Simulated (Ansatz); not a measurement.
Structure relaxation of Ba

Method: DFT PBE, scalar-relativistic, plane waves, PAW in Ansatz 0.2.0.

The start puts Ba on the sites of a reported P cell (P4/mmm, No. 123), at a guessed volume.

Input of the last, converged step (default PAW datasets):

```yaml
crystal:
  lattice:
    - [3.9501049402, 0.0, 0.0]
    - [0.0, 3.9501049402, 0.0]
    - [0.0, 0.0, 3.9446882741]
  atoms:
    - { symbol: Ba, position: [0.0, 0.0, 0.0] }
basis:
  ecutwfc: 420
kpoints:
  mp_grid: { grid: [14, 14, 14] }
hamiltonian:
  xc: pbe
scf:
  occupations: { method: gaussian, width: 0.1 }
output:
  forces: true
  stress: true
  eigenvalues: true
relax:
  adjacent_minimum: "off"
  f_tol: 0.01
  max_steps: 80
  cell: { stress_tol: 0.05 }
```

It can be run as:

```bash
ansatz run input.yaml --threads 1 --pin off --backend cpu --events-out ev --progress --plain --runs-dir out  # memory cap (--max-ram) not shown
```

End of the output:

```
SCF converged after 4 iterations
Free energy (F): -5949.237749 eV
Harris-Foulkes:  -5949.237749 eV  (|F-HF|=2.73e-12)
Internal energy: -5949.234940 eV  (E = F + TS)
E sigma→0 (E₀):  -5949.236344 eV
Entropy (-TS):   -0.002810 eV (-2.810 meV/atom)
Fermi energy:    5.936181 eV
--- Per-component energies (eV) ---
  E_band       = -85.755557
  E_kinetic    = 166.746711
  E_local      = -386.349153  (includes V_loc(G=0)·N_el)
  E_nonlocal   = 57.125059
  E_hartree    = 123.168431
  E_xc         = -166.701092
  E_vxc        = -133.853652  (∫ρ·V_xc dr)
  E_paw        = -5225.836818  (= ΣΔE_a)
  E_vpaw       = -35.761385  (= ΣTr[D̂ρ^β])
  E_aug_tail   = -0.000002  (compensation charges beyond the density's cutoff)
  E_ewald      = -517.388075
  E_smearing   = -0.002810  (= −TS)
  E_closure    = 0.000000  (closes the sum)
  Σ components = -5949.237749   (vs F -5949.237749, Δ=0.00e0)
--- Forces (eV/Å), atoms counted from 1 ---
  atom   1  Ba     0.00000000     0.00000000     0.00000000
  max |Σ_I F_I| component: 3.94e-31 eV/Å
--- Stress (GPa, compression-positive) ---
       -0.021271       0.000000       0.000000
        0.000000      -0.021271       0.000000
        0.000000       0.000000       0.018869
  P = ⅓ Tr σ = -0.0079 GPa (-0.079 kbar)
--- Relaxed structure (1 steps of the walk, 1 accepted, 1 SCFs on fresh bases) ---
  F+E_penalty+E_count = -5949.23774942 eV   max|allowed force component| = 0.000e0 eV/Å   (the final SCF, on the basis selected at the relaxed cell)
  cell:  # Å, volume = 61.5503 Å³
    - [3.950105, 0.0, 0.0]
    - [0.0, 3.950105, 0.0]
    - [0.0, 0.0, 3.944688]
  atoms:
    - { symbol: Ba, position: [0.0, 0.0, 0.0] }
```

Absolute energies hang on the potentials; compare differences alone.

The result has space group Pm-3m (No. 221). Ba is coordinated by 6 Ba at 3.95 Å.

It lies 0.30 eV/atom above the element's standard state at the same level.

The k mesh leaves about 4 meV/atom of noise in metals.

Symmetry constrained the relaxation, so the result can be a saddle point.